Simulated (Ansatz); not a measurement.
# AlNi (Pm-3m) in Ansatz: equation of state, part 2 of 2

Ansatz 0.2.0.

## 3. Single point, PBEsol, collinear spin, ferromagnetic start, 11.48 Å³/atom (volume scaled by 0.96)

Input file input.yaml:

```yaml
crystal:
  lattice:
    - [2.8420627945, 0.0, 0.0]
    - [0.0, 2.8420627945, 0.0]
    - [0.0, 0.0, 2.8420627945]
  atoms:
    - { symbol: Ni, position: [0.5, 0.5, 0.5], spin: 1.0 }
    - { symbol: Al, position: [0.0, 0.0, 0.0] }
hamiltonian:
  xc: pbesol
  pseudopotentials: { kind: paw }
magnetization:
  spin_polarized: true
kpoints:
  mp_grid: { grid: [9, 9, 9] }
scf:
  occupations: { method: fermi_dirac, width: 0.05 }
output:
  forces: true
  stress: true
  eigenvalues: true
```

Potentials or basis: Ansatz PAW.

The run is started by

```
$ ansatz run input.yaml --threads 2 --pin off --max-ram 5632MiB --backend cpu --events-out ev --progress --plain --runs-dir out
```

The log of the run:

```text
Warning: RAYON_NUM_THREADS=2 ignored (pool sized by the plan → 2); use --threads N
Engine: ansatz 0.2.0, x86_64-unknown-linux-gnu
Pseudopotentials: kind: paw
Pseudopotential: Ni, paw, valence charge 18, recommended cutoff 420 eV (normal), Ni.paw.azcp
Pseudopotential: Al, paw, valence charge 3, recommended cutoff 420 eV (normal), Al.paw.azcp
Functional definition: PBEsol
  exchange = pbesol_x
  correlation = pbesol_c
Crystal: 2 atoms, lattice volume = 22.956 Å³
Basis set: ecut = 420 eV, 461 PW (Γ), exchange–correlation on 40×40×40 points (8 copies of the dense FFT grid, shifted against one another)
Bands: 15, of which v1, the nominal top of the filled ones, is band 11 counted from 1 (10 counted from 0)
Symmetry: 48 space group operations
Space group: Pm-3m (ITA 221), of the structure as read, at distance tolerance 2.8e-5 Å
Magnetic group: BNS 221.92 (UNI 1594), of the structure as read, at distance tolerance 2.8e-5 Å
k-points: 35 of 729
Non-local potential: Ni, projectors of the file, l = 0: 3, l = 1: 2, l = 2: 3, l = 3: 1
Non-local potential: Al, projectors of the file, l = 0: 2, l = 1: 2, l = 2: 1
PAW form: soft (Blöchl's): semilocal exchange-correlation on the pseudo side does not see the compensation charge
PAW frozen core: Ni, regenerated for the run's functional, and the local potential with it (the file was generated under x = pbe(κ = 0.804, μ = 0.2195149727645171), c = pbe(β = 0.06672455060314922))
PAW frozen core: Al, regenerated for the run's functional, and the local potential with it (the file was generated under x = pbe(κ = 0.804, μ = 0.2195149727645171), c = pbe(β = 0.06672455060314922))
PAW one-centre angular grid: Ni, 590 points (default); XC on 64 Gauss nodes
PAW one-centre angular grid: Al, 110 points (default); XC on 64 Gauss nodes
Initial density: superposition of atomic densities (chi_scale 0.1, normalization cell)
Starting moments: Σ|m| = 1 μB on 1 of 2 sites
Initial wavefunctions: pseudopotential atomic-orbital guess
Functional: x = pbesol(κ = 0.804, μ = 0.12345679012345678), c = pbesol(β = 0.046)
SCF iter   1: F=—  HF=-6329.716653 eV  |F-HF|=—  |Δ(HF+E_count)|=         —  Δρ=1.10e-1 (↑1.10e-1 ↓4.10e-2)  dr2=9.85e-1  dr2_m=1.09e0  M=0.220 μB ∫|m|=0.261 μB  β_m=0.30  ethr=3.10e-3  ⟨swp⟩=4.4  Hψ=4764  notcnv=0
Mixer restart at iter 1: flushing history
preconditioner: auto → none  [metal: Δε(μ)=0.028 eV  Ē_g=9.445 eV  σ=0.050 eV  W_gap=0.14  n_scr=6 (ndim 8)  ℏωp=27.9 eV  f_vac=0.000  D(μ)=1.57/eV (n_scr^D=18)  sad-step TF]
[... 13 lines left out ...]
SCF converged after 11 iterations
Magnetization: -0.0000 μB (10.5000 up, 10.5000 down)
Absolute magnetization: 0.0000 μB (∫|ρ↑−ρ↓|, with the PAW one-centre terms)
Spin contamination: 0.0000 ħ² per cell (⟨S²⟩ above its minimum at these occupations)
Per-site moments (μB) at R_I (Å): [(-1.7883378047392816e-7, 1.015285663914882), (4.1556211398954824e-8, 1.015285663914882)]
Free energy (F): -6330.857956 eV
Harris-Foulkes:  -6330.857956 eV  (|F-HF|=1.50e-9)
Internal energy: -6330.851780 eV  (E = F + TS)
E sigma→0 (E₀):  -6330.854868 eV
Entropy (-TS):   -0.006175 eV (-3.088 meV/atom)
Fermi energy:    14.580560 eV
--- Per-component energies (eV) ---
  E_band       = -325.331675
  E_kinetic    = 312.931650
  E_local      = -4388.603752  (includes V_loc(G=0)·N_el)
  E_nonlocal   = 648.457140
  E_hartree    = 1887.946595
  E_xc         = -126.317265
  E_vxc        = -141.672825  (∫ρ·V_xc dr)
  E_paw        = -2052.554395  (= ΣΔE_a)
  E_vpaw       = -532.341083  (= ΣTr[D̂ρ^β])
  E_aug_tail   = 0.000368  (compensation charges beyond the density's cutoff)
  E_ewald      = -2612.928549
  E_core_change = 0.216428  (= ΣΔE_core)
  E_smearing   = -0.006175  (= −TS)
  E_closure    = -0.000000  (closes the sum)
  Σ components = -6330.857956   (vs F -6330.857956, Δ=0.00e0)
--- Forces (eV/Å), atoms counted from 1 ---
  atom   1  Ni     0.00000000    -0.00000000    -0.00000000
  atom   2  Al    -0.00000000     0.00000000     0.00000000
  max |Σ_I F_I| component: 1.00e-28 eV/Å
--- Stress (GPa, compression-positive) ---
        3.751444       0.000000       0.000000
       -0.000000       3.751444       0.000000
        0.000000       0.000000       3.751444
  P = ⅓ Tr σ = 3.7514 GPa (37.514 kbar)
--- Band table (eV; the first three rows and the last of 70) ---
  k-point 0 ↑: bands = ["-88.5472", "-49.0945", "-49.0945", "-49.0945", "3.1039", "11.1059", "11.1059", "12.9336", "12.9336", "12.9336", "20.2080", "20.2080", "20.2080", "22.8067", "22.8067"]
  k-point 1 ↑: bands = ["-88.5470", "-49.0978", "-49.0943", "-49.0943", "3.3377", "11.0842", "11.1620", "12.8319", "12.8319", "12.9447", "18.3067", "20.5137", "20.5137", "22.8110", "24.4738"]
  k-point 2 ↑: bands = ["-88.5464", "-49.1060", "-49.0937", "-49.0937", "4.0302", "10.8633", "11.3080", "12.5940", "12.5940", "12.9730", "15.9157", "21.3671", "21.3671", "22.8229", "26.1925"]
  k-point 34 ↓: bands = ["-88.5421", "-49.1164", "-49.1164", "-49.1164", "10.0799", "10.3136", "10.3136", "13.3715", "13.3715", "15.2434", "16.4717", "16.4717", "18.4816", "19.6022", "19.6022"]
```

Run time: 1.2 s. Hardware: 2 threads of AMD EPYC 7R43 (Zen 3), shared host; peak memory 0.35 GiB.

Results:

| Quantity | Value |
| --- | --- |
| Free energy | -6330.8580 eV |
| Pressure | 3.8 GPa |
| Band gap on the k mesh | none (metal or under the smearing width) |
| Net moment | 0.00 μB per cell |
| Absolute moment | 0.00 μB per cell |

Caveat: the PAW data sets come from PBE, with cores solved anew for the run's functional, which leaves a small shift of forces and pressure; the starting moments weren't kept.

## 4. Single point, PBEsol, collinear spin, ferromagnetic start, 11.72 Å³/atom (volume scaled by 0.98)

input.yaml: that of step 3 with these lines changed.

```diff
@@ -2,5 +2,5 @@
   lattice:
-    - [2.8420627945, 0.0, 0.0]
-    - [0.0, 2.8420627945, 0.0]
-    - [0.0, 0.0, 2.8420627945]
+    - [2.8616638469, 0.0, 0.0]
+    - [0.0, 2.8616638469, 0.0]
+    - [0.0, 0.0, 2.8616638469]
   atoms:
```

The run is started by

```
$ ansatz run input.yaml --threads 2 --pin off --max-ram 5632MiB --backend cpu --events-out ev --progress --plain --runs-dir out
```

Wall time 1.4 s (2 threads of AMD EPYC 7R43 (Zen 3), shared host); peak memory 0.34 GiB.

The run converged. Its results:

```
Free energy            : -6330.8635 eV
Pressure               : 0.0 GPa
Band gap on the k mesh : none (metal or under the smearing width)
Net moment             : 0.00 μB per cell
Absolute moment        : 0.00 μB per cell
```

Caveat: the PAW data sets come from PBE, with cores solved anew for the run's functional, which leaves a small shift of forces and pressure; the starting moments weren't kept.

## 5. Single point, PBEsol, collinear spin, ferromagnetic start, 11.96 Å³/atom

input.yaml: that of step 4 with these lines changed.

```diff
@@ -2,5 +2,5 @@
   lattice:
-    - [2.8616638469, 0.0, 0.0]
-    - [0.0, 2.8616638469, 0.0]
-    - [0.0, 0.0, 2.8616638469]
+    - [2.881, 0.0, 0.0]
+    - [0.0, 2.881, 0.0]
+    - [0.0, 0.0, 2.881]
   atoms:
@@ -21 +21,5 @@
   eigenvalues: true
+  write_density: true
+  write_potential: true
+  elf: true
+  volumetric_format: npy
```

The run is started by

```
$ ansatz run input.yaml --threads 2 --pin off --max-ram 5632MiB --backend cpu --events-out ev --progress --plain --runs-dir out
```

Run time: 1.6 s. Hardware: 2 threads of AMD EPYC 7R43 (Zen 3), shared host; peak memory 0.36 GiB.

The run converged. Its results:

| Item | Value |
| --- | --- |
| Free energy | -6330.8584 eV |
| Pressure | -3.4 GPa |
| Band gap on the k mesh | none (metal or under the smearing width) |
| Net moment | 0.00 μB per cell |
| Absolute moment | 0.00 μB per cell |

Caveat: the PAW data sets come from PBE, with cores solved anew for the run's functional, which leaves a small shift of forces and pressure; the starting moments weren't kept.

## 6. Single point, PBEsol, collinear spin, ferromagnetic start, 12.20 Å³/atom (volume scaled by 1.02)

input.yaml: that of step 5 with these lines changed.

```diff
@@ -2,5 +2,5 @@
   lattice:
-    - [2.881, 0.0, 0.0]
-    - [0.0, 2.881, 0.0]
-    - [0.0, 0.0, 2.881]
+    - [2.9000800262, 0.0, 0.0]
+    - [0.0, 2.9000800262, 0.0]
+    - [0.0, 0.0, 2.9000800262]
   atoms:
@@ -21,5 +21 @@
   eigenvalues: true
-  write_density: true
-  write_potential: true
-  elf: true
-  volumetric_format: npy
```

Potentials or basis: Ansatz PAW.

The run is started by

```
$ ansatz run input.yaml --threads 2 --pin off --max-ram 5632MiB --backend cpu --events-out ev --progress --plain --runs-dir out
```

Wall time 1.5 s (2 threads of AMD EPYC 7R43 (Zen 3), shared host); peak memory 0.35 GiB.

It converged, with:

- Free energy: -6330.8438 eV
- Pressure: -6.4 GPa
- Band gap on the k mesh: none (metal or under the smearing width)
- Net moment: 0.00 μB per cell
- Absolute moment: 0.00 μB per cell

Caveat: the PAW data sets come from PBE, with cores solved anew for the run's functional, which leaves a small shift of forces and pressure; the starting moments weren't kept.

## 7. Single point, PBEsol, collinear spin, ferromagnetic start, 12.43 Å³/atom (volume scaled by 1.04)

input.yaml: that of step 6 with these lines changed.

```diff
@@ -2,5 +2,5 @@
   lattice:
-    - [2.9000800262, 0.0, 0.0]
-    - [0.0, 2.9000800262, 0.0]
-    - [0.0, 0.0, 2.9000800262]
+    - [2.9189122424, 0.0, 0.0]
+    - [0.0, 2.9189122424, 0.0]
+    - [0.0, 0.0, 2.9189122424]
   atoms:
```

The run is started by

```
$ ansatz run input.yaml --threads 2 --pin off --max-ram 5632MiB --backend cpu --events-out ev --progress --plain --runs-dir out
```

Wall time 1.4 s (2 threads of AMD EPYC 7R43 (Zen 3), shared host); peak memory 0.36 GiB.

It converged, with:

* Free energy: -6330.8207 eV
* Pressure: -9.1 GPa
* Band gap on the k mesh: none (metal or under the smearing width)
* Net moment: 0.00 μB per cell
* Absolute moment: 0.00 μB per cell

Caveat: the PAW data sets come from PBE, with cores solved anew for the run's functional, which leaves a small shift of forces and pressure; the starting moments weren't kept.

## 8. Single point, PBEsol, collinear spin, ferromagnetic start, 12.67 Å³/atom (volume scaled by 1.06)

input.yaml: that of step 7 with these lines changed.

```diff
@@ -2,5 +2,5 @@
   lattice:
-    - [2.9189122424, 0.0, 0.0]
-    - [0.0, 2.9189122424, 0.0]
-    - [0.0, 0.0, 2.9189122424]
+    - [2.9375045414, 0.0, 0.0]
+    - [0.0, 2.9375045414, 0.0]
+    - [0.0, 0.0, 2.9375045414]
   atoms:
@@ -21 +21,5 @@
   eigenvalues: true
+  write_density: true
+  write_potential: true
+  elf: true
+  volumetric_format: npy
```

The run is started by

```
$ ansatz run input.yaml --threads 2 --pin off --max-ram 5632MiB --backend cpu --events-out ev --progress --plain --runs-dir out
```

It took 1.8 s on 2 threads of AMD EPYC 7R43 (Zen 3), shared host; peak memory 0.36 GiB.

Results (log left out):

```
Free energy            : -6330.7899 eV
Pressure               : -11.5 GPa
Band gap on the k mesh : none (metal or under the smearing width)
Net moment             : 0.00 μB per cell
Absolute moment        : 0.00 μB per cell
```

Caveat: the PAW data sets come from PBE, with cores solved anew for the run's functional, which leaves a small shift of forces and pressure; the starting moments weren't kept.

## 9. Equation of state, PBEsol, collinear spin, ferromagnetic start

Potentials or basis: Ansatz PAW.

This step only gathers the single runs of the series.

Results:

- Equilibrium volume: 11.72 Å³/atom
- Bulk modulus: 174 GPa
- Pressure derivative of the bulk modulus: 4.4

Energy against volume, from the lowest point:
```
volume (Å³/atom)  energy (meV/atom)
          11.239              11.41
          11.478               2.75
          11.717               0.00
          11.956               2.54
          12.196               9.83
          12.435              21.39
          12.674              36.76
```
